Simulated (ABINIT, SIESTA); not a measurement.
Given: the input of a run of ABINIT 10.8.3 (patched build) on In. Atoms were shifted at random by some hundredths of an Å from the given cell, which wasn't relaxed again for these runs. This isn't the form of In at room conditions, which is tetragonal.

The input run.abi:

```
# Pseudopotentials
pp_dirpath "./"
pseudos "In.upf"

# Structure
acell 6.3031527308 6.3031527309 10.4107713002
rprim
     1.0000000000     0.0000000000     0.0000000000
    -0.5000000000     0.8660254038     0.0000000000
     0.0000000000     0.0000000000     1.0000000000
ntypat 1
znucl 49
natom 2
typat 1 1
xred
     0.6700150000     0.3359070000     0.7490450000
     0.3203740000     0.6802210000     0.2562600000
chkprim 0
chksymtnons 0
tolsym 1.0e-6

# Plane-wave basis
ecut 952.398519 eV

# k points
kptopt 1
ngkpt 9 9 5
nshiftk 1
shiftk 0.0 0.0 0.0

# Exchange and correlation
ixc -116133

# Bands and occupations
nband 17
occopt 3
tsmear 0.00183747

# SCF cycle
nstep 100
tolvrs 1.0e-10

# Output
iomode 3
prtwf 0
prtden 0
prteig 0
prtebands 0
```

Potentials or basis: PseudoDojo NC SR PBEsol v0.4.1 standard.

The run is started by

```bash
$ abinit run.abi > log 2>&1
```

**Question.** Translate it to SIESTA 5.4.2. Potentials or basis there: files PseudoDojo sr-pbesol-0.4.1-standard, DZP (energy shift 0.003 Ry; two zetas on semicore shells).

**Answer.** As run (cutoffs and basis follow the program's own potentials, and thresholds, step limits or extra output files can differ):

The input In.fdf:

```
SystemName                      In
SystemLabel                     In
NumberOfSpecies                 1
NumberOfAtoms                   2
%block ChemicalSpeciesLabel
  1  49 In
%endblock ChemicalSpeciesLabel

LatticeConstant                 1.0 Ang
%block LatticeVectors
     3.3354847820     0.0000000000     0.0000000000
    -1.6677423910     2.8886145552     0.0000000000
     0.0000000000     0.0000000000     5.5091429200
%endblock LatticeVectors
AtomicCoordinatesFormat         Fractional
%block AtomicCoordinatesAndAtomicSpecies
     0.6700150000     0.3359070000     0.7490450000  1  In
     0.3203740000     0.6802210000     0.2562600000  1  In
%endblock AtomicCoordinatesAndAtomicSpecies

%block kgrid.MonkhorstPack
    9   0   0  0.0
    0   9   0  0.0
    0   0   5  0.0
%endblock kgrid.MonkhorstPack
XC.Functional                   GGA
XC.Authors                      PBEsol
PAO.BasisSize                   DZP
PAO.EnergyShift                 0.003 Ry
Mesh.Cutoff                     500 Ry
OccupationFunction              FD
ElectronicTemperature           0.05 eV
MaxSCFIterations                120
SCF.MustConverge                false
SCF.Mixer.Method                Pulay
SCF.Mixer.Weight                0.25
SCF.Mixer.History               8
SCF.DM.Tolerance                5.0e-05
SCF.H.Tolerance                 1.0e-03 eV
WriteForces                     true
Charge.Mulliken                 end
%block PAO.Basis
  In 4
  n=5 0 2
    6.955 0.000
  n=5 1 2
    9.500 0.000
  n=4 2 2
    4.114 0.000
  n=5 2 1
    9.500
%endblock PAO.Basis
```

Potentials or basis: PseudoDojo 0.4 standard (PBEsol files), converted to PSML, two zetas on semicore shells, DZP (energy shift 0.003 Ry; two zetas on semicore shells).

Launch:

```sh
$ siesta < In.fdf > In.out 2>&1
```

Both were run:

|  | ABINIT | SIESTA |
| --- | --- | --- |
| Pressure | -1.3 GPa | -1.0 GPa |
| Largest force | 0.102 eV/Å | 0.112 eV/Å |
| Energy over the undisturbed cell | 1.3 meV/atom | 1.4 meV/atom |

Pressure is positive in compression.
